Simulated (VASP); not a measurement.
## LiF in VASP 6.6.1, single-point calculation

INCAR

```
SIGMA = 0.5
ISIF = 2
NELM = 54
ENCUT = 520
IBRION = -1
MAGMOM = -0.5 0.5
ISMEAR = -5
NSW = 0
LCHARG = .FALSE.
GGA = PE
LWAVE = .FALSE.
EDIFF = 1E-7
LASPH = .TRUE.
PREC = Accurate
NBANDS = 12
ISPIN = 2
LREAL = .FALSE.
```

KPOINTS

```
KPOINTS created by Atomic Simulation Environment
0
Gamma
10 10 10
0 0 0
```

POSCAR

```
Li F
 1.0000000000000000
     0.0000000000000000    1.9755189502999999    1.9755189502999999
     1.9755189502999999    0.0000000000000000    1.9755189502999999
     1.9755189502999999    1.9755189502999999    0.0000000000000000
 Li  F
   1   1
Cartesian
  0.0000000000000000  0.0000000000000000  0.0000000000000000
  1.9755189503000004  1.9755189503000004  1.9755189503000004
```

The recommended PBE PAW datasets give the neutral cell 10 valence electrons.

Command

```
mpirun -np 1 vasp_std
```

Problem. How does this run end, and what does it give?

Solution. It converged. Results: pressure 6.6 GPa; magnetic moment of the cell 0.00 μB.

OSZICAR

```
N       E                     dE             d eps       ncg     rms          rms(c)
DAV:   1     0.307529125709E+02    0.30753E+02   -0.54570E+03  2364   0.857E+02
DAV:   2    -0.883233369964E+01   -0.39585E+02   -0.38831E+02  2712   0.189E+02
DAV:   3    -0.982839377136E+01   -0.99606E+00   -0.99349E+00  2960   0.261E+01
DAV:   4    -0.983840408665E+01   -0.10010E-01   -0.10010E-01  2604   0.273E+00
DAV:   5    -0.983850693822E+01   -0.10285E-03   -0.10285E-03  2940   0.210E-01    0.722E+00
DAV:   6    -0.955236397142E+01    0.28614E+00   -0.26010E+00  2488   0.103E+01    0.259E+00
DAV:   7    -0.959388696416E+01   -0.41523E-01   -0.56115E-02  2800   0.193E+00    0.130E+00
DAV:   8    -0.960533323230E+01   -0.11446E-01   -0.12222E-02  2584   0.983E-01    0.632E-01
DAV:   9    -0.961067508392E+01   -0.53419E-02   -0.76757E-03  2652   0.929E-01    0.135E-01
DAV:  10    -0.961142424955E+01   -0.74917E-03   -0.61799E-04  2744   0.256E-01    0.433E-02
DAV:  11    -0.961146726703E+01   -0.43017E-04   -0.99587E-05  2608   0.102E-01    0.244E-02
DAV:  12    -0.961149711839E+01   -0.29851E-04   -0.25405E-05  2532   0.491E-02    0.695E-03
DAV:  13    -0.961149786295E+01   -0.74456E-06   -0.23606E-06  2724   0.137E-02    0.133E-03
DAV:  14    -0.961149836845E+01   -0.50550E-06   -0.21547E-07  2512   0.450E-03    0.126E-03
DAV:  15    -0.961149833289E+01    0.35558E-07   -0.95829E-08  2464   0.307E-03
   1 F= -.96114983E+01 E0= -.96114983E+01  d E =0.000000E+00  mag=    -0.0000
```

For comparison, a separate PBE run of the intended cell, on usual settings and not on those above, gives a gap of 9.62 eV on its mesh and a pressure of 6.6 GPa.
